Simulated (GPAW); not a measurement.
# PtS2 (P-3m1) in GPAW: settings compared

The runs below take PtS2 through single point, with BLYP, r2SCAN.

Program: GPAW 26.7.0. These are calculated values, not measurements. Logs are shortened: lines on timing, memory, paths and dates and some standing lists are left out, and cuts for length are marked. The log counts tension as positive stress, the text compression.

## 1. The crystal as given

The structure is trigonal, space group P-3m1 (No. 164). The conventional cell has a = 3.543 Å, b = 3.543 Å, c = 5.039 Å, α = 90.00°, β = 90.00°, γ = 120.00°. Pt (site symmetry -3m) has 6 S at 2.34 Å as nearest neighbours. S (site symmetry 3m) has 3 Pt at 2.34 Å as nearest neighbours.

## 2. Single point, BLYP

The input, run.py:

```python
from ase.dft.bandgap import bandgap
from ase.io import read, write
from ase.units import GPa
from gpaw import GPAW, PW, setup_paths

setup_paths.insert(0, '.')

atoms = read('POSCAR')

calc = GPAW(mode=PW(600),
            xc='BLYP',
            kpts={'size': (9, 9, 5), 'gamma': True},
            occupations={'name': 'fermi-dirac', 'width': 0.05},
            nbands=26,
            convergence={'density': 1e-05, 'energy': 1e-05},
            eigensolver='davidson',
            maxiter=150,
            txt='gpaw.txt')
atoms.calc = calc
energy = atoms.get_potential_energy()
forces = atoms.get_forces()
stress = atoms.get_stress()
calc.write('gs.gpw')
write('result.traj', atoms)
print(f'Energy: {energy:.6f} eV')
print('Forces (eV/A):')
print(forces.round(4))
print('Stress (GPa):', (stress / GPa).round(3))
print('Fermi level:', round(calc.get_fermi_level(), 4), 'eV')
print(f'Gap: {bandgap(calc)[0]:.4f} eV, direct: {bandgap(calc, direct=True)[0]:.4f} eV')
```

The input, POSCAR:

```
PtS2
1.0
    3.5432000000      0.0000000000      0.0000000000
   -1.7716000000      3.0685012107      0.0000000000
    0.0000000000      0.0000000000      5.0388000000
Pt S
1 2
Direct
    0.0000000000      0.0000000000      0.0000000000
    0.6666666667      0.3333333333      0.7730000000
    0.3333333333      0.6666666667      0.2270000000
```

Potentials or basis: PAW data sets generated in the run's folder for this functional, pw.

Command:

```console
gpaw-setup -f BLYP Pt S
OMP_NUM_THREADS=1 python run.py
```

gpaw.txt:

```text
__  _  _
 | _ |_)|_||  |
 |__||  | ||/\| - 26.7.0

Input parameters:
  mode=PW(ecut=600.0),
  convergence={'density': 1e-05, 'energy': 1e-05},
  eigensolver=Davidson(niter=2),
  kpts=MonkhorstPack(size=(9, 9, 5), gamma=True),
  maxiter=150,
  nbands=26,
  occupations=Occupations(name='fermi-dirac', width=0.05),
  xc=XC(name='BLYP')

Diagonalizing LCAO Hamiltonian
Converting LCAO to pw mode

            S

         S

       Pt

Atoms  # Å, Bohr magnetons
|   | symbol |         x |        y |        z |    initial magnetic moments |
|---|--------|-----------|----------|----------|-----------------------------|
| 0 |     Pt |  0.000000 | 0.000000 | 0.000000 | ( 0.0000,  0.0000,  0.0000) |
| 1 |      S |  1.771600 | 1.022834 | 3.894992 | ( 0.0000,  0.0000,  0.0000) |
| 2 |      S | -0.000000 | 2.045667 | 1.143808 | ( 0.0000,  0.0000,  0.0000) |

Unit cell  # Å
| periodic |         x |        y |        z |  lengths |     angles |
|----------|-----------|----------|----------|----------|------------|
|      yes |  3.543200 | 0.000000 | 0.000000 | 3.543200 |  90.000000 |
|      yes | -1.771600 | 3.068501 | 0.000000 | 3.543200 |  90.000000 |
|      yes |  0.000000 | 0.000000 | 5.038800 | 5.038800 | 120.000000 |

Number of symmetries: 12
Symmetry operations  # r_c * U_cc + t_c -> r_c
|    | kind |            matrix            |
|----|------|------------------------------|
|  0 |  σ   |  1, 1, 0,  0,-1, 0,  0, 0, 1 |
|  1 |  S6  |  1, 1, 0, -1, 0, 0,  0, 0,-1 |
|  2 |  E   |  1, 0, 0,  0, 1, 0,  0, 0, 1 |
|  3 |  C2  |  1, 0, 0, -1,-1, 0,  0, 0,-1 |
|  4 |  C2  |  0, 1, 0,  1, 0, 0,  0, 0,-1 |
|  5 |  C3  |  0, 1, 0, -1,-1, 0,  0, 0, 1 |
|  6 |  S6  |  0,-1, 0,  1, 1, 0,  0, 0,-1 |
|  7 |  σ   |  0,-1, 0, -1, 0, 0,  0, 0, 1 |
|  8 |  σ   | -1, 0, 0,  1, 1, 0,  0, 0, 1 |
|  9 |  i   | -1, 0, 0,  0,-1, 0,  0, 0,-1 |
| 10 |  C3  | -1,-1, 0,  1, 0, 0,  0, 0, 1 |
| 11 |  C2  | -1,-1, 0,  0, 1, 0,  0, 0,-1 |

BZ-sampling:
  Number of BZ points: 405
  Number of IBZ points: 50

  Monkhorst-Pack size: [9, 9, 5]
  Monkhorst-Pack shift: [0, 0, 0]

K-points  # in reciprocal-cell coordinates
|     |                                coordinates |     weight |
|-----|--------------------------------------------|------------|
|   0 | (  0.00000000,   0.00000000,   0.00000000) | 0.00246914 |
|   1 | (  0.00000000,   0.00000000,   0.20000000) | 0.00493827 |
|   2 | (  0.00000000,   0.00000000,   0.40000000) | 0.00493827 |
|   3 | (  0.11111111,   0.00000000,  -0.40000000) | 0.01481481 |
|   4 | (  0.11111111,   0.00000000,  -0.20000000) | 0.01481481 |
|   5 | (  0.11111111,   0.00000000,   0.00000000) | 0.01481481 |
|   6 | (  0.11111111,   0.00000000,   0.20000000) | 0.01481481 |
|   7 | (  0.11111111,   0.00000000,   0.40000000) | 0.01481481 |
|   8 | (  0.22222222,  -0.11111111,   0.00000000) | 0.01481481 |
|   9 | (  0.22222222,  -0.11111111,   0.20000000) | 0.02962963 |
| ... |                                            |            |
|  49 | (  0.44444444,   0.44444444,   0.40000000) | 0.02962963 |

Plane wave coefficients: 1863
Cutoff: 600.0 eV

Spin-components: 1 (collinear spins)
Bands:           26
Projectors:      16
Spin-degeneracy: 2
Datatype:        complex128

Parallelization:
  kpt:    1
  domain: 1
  band:   1

Density:
  Valence electrons: 28.0
  Components: 1
  Grid points: [21 21 30]
  Charge: 0.0  # |e|

Potential:
  Grid points: [21 21 30]

species:
  Pt:
    name:    Platinum
    Z:       78.0
    valence: 16
    core:    62
    charge:  0.0  # [|e|]
    compensation charges:
      type: gauss
      rc: 0.41  # [Å]
      lmax: 2
    cutoffs:
      filter: 2.26  # [Å]
      core: 2.26  # [Å]
    projectors
    | kind |    occ | energy [eV] | rcut [Å] |
    |------|--------|-------------|----------|
    |   6s |  1.000 |      -5.627 |    1.307 |
    |   5p |  6.000 |     -55.961 |    1.371 |
    |   6p |  0.000 |      -0.887 |    1.371 |
    |   5d |  9.000 |      -6.042 |    1.307 |
    |    s |        |      21.584 |    1.307 |
    |    d |        |      21.169 |    1.307 |

    Using partial waves for Pt as LCAO basis

  S:
    name:    Sulfur
    Z:       16.0
    valence: 6
    core:    10
    charge:  0.0  # [|e|]
    compensation charges:
      type: gauss
      rc: 0.24  # [Å]
      lmax: 2
    cutoffs:
      filter: 1.77  # [Å]
      core: 1.66  # [Å]
    projectors
    | kind |    occ | energy [eV] | rcut [Å] |
    |------|--------|-------------|----------|
    |   3s |  2.000 |     -17.111 |    0.974 |
    |   3p |  4.000 |      -6.865 |    0.979 |
    |    s |        |      10.101 |    0.974 |
    |    p |        |      20.346 |    0.979 |
    |    d |        |       0.000 |    0.900 |

    Using partial waves for S as LCAO basis

Reference energy: -522127.803379  # eV

eigensolver:
  Davidson
  Converge bands: occupied
  niter=2

density mixing:
  MSR1-Mixer
  Pratt-step length: 0.05
  Maximum mixing coefficient: 0.75
  Old densities: 10
  SVD Regularization: 0.005
  Good broyden scale: 1.0
  Trust region scale: 1.0
  Backstep threshold: 4.0
  History deletion threshold: 6.0
  Fourier metric: weight=20.0, sigma=0.015

occupation numbers:
  Fermi-Dirac:
    width: 0.0500  # eV

poisson solver:
  ecut: 4800.0  # eV

xc functional:
  name: BLYP with 2 nearest neighbor stencil

convergence criteria:
- Maximum integral of absolute [dens]ity change: 1e-05 electrons / valence electron
- Maximum [total energy] change in last 3 cyles: 1e-05 eV / valence electron
- Maximum integral of absolute [eigenst]ate change: 4e-08 eV^2 / valence electron
maximum number of iterations: 150

SCF iterations
|iter     | |      energy | eigst |  dens |
|---------|-|-------------|-------|-------|
|iter:   1| |  -14.611355 | +0.35 |       |
|iter:   2| |  -14.187077 | -1.20 | -1.07 |
|iter:   3| |  -13.265554 | -1.56 | -1.13 |
|iter:   4| |  -13.224142 | -2.94 | -1.67 |
|iter:   5| |  -13.211850 | -3.31 | -1.87 |
|iter:   6| |  -13.211886 | -4.48 | -2.88 |
|iter:   7| |  -13.211915c| -5.18 | -3.21 |
|iter:   8| |  -13.211916c| -6.14 | -4.12 |
|iter:   9| |  -13.211916c| -6.98 | -4.42 |
|iter:  10| |  -13.211916c| -7.65c| -4.92 |
|iter:  11| |  -13.211916c| -8.41c| -5.36c|

Converged in 11 steps
Energy contributions relative to reference atoms: (reference = -522127.803379)

Energy contributions:
  Kinetic:          27.220533
  Coulomb:         -26.170503
  Zero:             -0.343496
  External:          0.000000
  Xc:              -13.918448
  Entropy:          -0.000004
  Spinorbit:         0.000000
  ----------------------------
  Free energy:     -13.211918
  Extrapolated:    -13.211916

dipole moment: (-6.144046, -10.641799, -17.474947)  # |e|*Ang

Fermi level: 8.262
Eigenvalues  # (at kpt = [0.000, 0.000, 0.000])
| band index |      eig [eV] | occ [0-2] |
|------------|---------------|-----------|
|          0 |       -46.102 |     2.000 |
|        ... |               |           |
|          6 |         0.822 |     2.000 |
|          7 |         0.967 |     2.000 |
|          8 |         3.831 |     2.000 |
|          9 |         3.832 |     2.000 |
|         10 |         6.010 |     2.000 |
|         11 |         6.659 |     2.000 |
[... 8 lines left out ...]
|         20 |        19.810 |     0.000 |
|         21 |        20.444 |     0.000 |
|        ... |               |           |
|         25 |        21.570 |     0.000 |

Gap: 1.014 eV
Transition (v -> c):
  (s=0, k=12, n=13, [0.22, 0.00, -0.20]) -> (s=0, k=22, n=14, [0.33, 0.00, -0.20])
Direct/indirect transitions are different
Direct gap: 1.092 eV
Transition at: (s=0, k=12, n=13, [0.22, 0.00, -0.20])

Forces  # eV/Ang
|        x |        y |        z |
|----------|----------|----------|
|  0.00000 |  0.00000 |  0.00000 |  # Pt   0
| -0.00000 |  0.00000 | -1.77512 |  # S    1
|  0.00000 | -0.00000 |  1.77512 |  # S    2

Stress tensor  # eV/Ang^3
|         x |         y |         z |
|-----------|-----------|-----------|
| -0.122639 |  0.000000 |  0.000000 |
|  0.000000 | -0.122639 |  0.000000 |
|  0.000000 |  0.000000 | -0.100892 |

# Writing to gs.gpw (mode='')
```

Run time: 42 s. Hardware: 1 thread of Arm Neoverse V2, shared host; peak memory 0.2 GiB.

What came out:

```yaml
Free_energy: -13.2119 eV
Pressure: 18.5 GPa
Largest_force: 1.775 eV/Å
Band_gap_on_the_k_mesh: 1.01 eV, indirect (least direct gap 1.09 eV)
```

Forces on the atoms (eV/Å):
```
Pt   0.000  0.000  0.000
S    0.000  0.000 -1.775
S    0.000  0.000  1.775
```

Stress tensor (GPa, compression positive):
```
19.65  0.00  0.00
 0.00 19.65  0.00
 0.00  0.00 16.16
```

Caveat: spin-orbit coupling is left out, which moves the levels of the heavy elements; an odd mesh through Γ misses points on the zone boundary, where band edges often lie; forces of over 1 eV/Å show positions far from the minimum, so gaps and moduli don't describe the material at rest.

## 3. Single point, r2SCAN

The input, run.py:

```python
from ase import Atoms
from ase.dft.bandgap import bandgap
from ase.io import write
from ase.units import GPa
from gpaw import GPAW, PW

atoms = Atoms(['Pt', 'S', 'S'],
              cell=[[3.5432, 0.0, 0.0],
                    [-1.7716, 3.0685012107, 0.0],
                    [0.0, 0.0, 5.0388]],
              scaled_positions=[[0.0, 0.0, 0.0],
                                [0.6666666667, 0.3333333333, 0.773],
                                [0.3333333333, 0.6666666667, 0.227]],
              pbc=True)

calc = GPAW(mode=PW(500),
            xc='MGGA_X_R2SCAN+MGGA_C_R2SCAN',
            kpts={'size': (7, 7, 4), 'gamma': True},
            occupations={'name': 'fermi-dirac', 'width': 0.05},
            nbands=26,
            maxiter=120,
            txt='gpaw.txt')
atoms.calc = calc
energy = atoms.get_potential_energy()
forces = atoms.get_forces()
stress = atoms.get_stress()
calc.write('gs.gpw')
write('result.traj', atoms)
print(f'Energy: {energy:.6f} eV')
print('Forces (eV/A):')
print(forces.round(4))
print('Stress (GPa):', (stress / GPa).round(3))
print('Fermi level:', round(calc.get_fermi_level(), 4), 'eV')
print(f'Gap: {bandgap(calc)[0]:.4f} eV, direct: {bandgap(calc, direct=True)[0]:.4f} eV')
```

Potentials or basis: GPAW PAW data sets (gpaw-data 1.2.1), pw.

Command:

```console
OMP_NUM_THREADS=1 python run.py
```

Run time: 50 s. Hardware: 1 thread of Arm Neoverse V1, shared host; peak memory 0.29 GiB.

The run converged. Its results:

```yaml
Free_energy: -38.8443 eV
Pressure: 9.1 GPa
Largest_force: 1.222 eV/Å
Band_gap_on_the_k_mesh: 0.98 eV, indirect (least direct gap 1.17 eV)
```

Forces in eV/Å, atoms in the order of the input:
```
Pt   0.000  0.000  0.000
S    0.000  0.000 -1.222
S    0.000  0.000  1.222
```

Stress tensor (GPa, compression positive):
```
9.00 0.00 0.00
0.00 9.00 0.00
0.00 0.00 9.40
```

Levels at points of the mesh, in eV from the valence-band top:
```tsv
k point	band 11	band 12	band 13	band 14	band 15	band 16	band 17	band 18
(0.00, 0.00, 0.00)	-1.85	-1.13	-1.13	-0.05	2.67	2.67	5.27	6.45
(0.00, 0.00, 0.50)	-2.49	-1.32	-1.32	-0.86	3.15	3.15	5.97	7.97
```

Caveat: the cutoff is short for stress and forces, so pressures can be off by a GPa or more; the PAW data sets were made with another functional, which shifts forces and pressure a little; spin-orbit coupling is left out, which moves the levels of the heavy elements; an odd mesh through Γ misses points on the zone boundary, where band edges often lie.
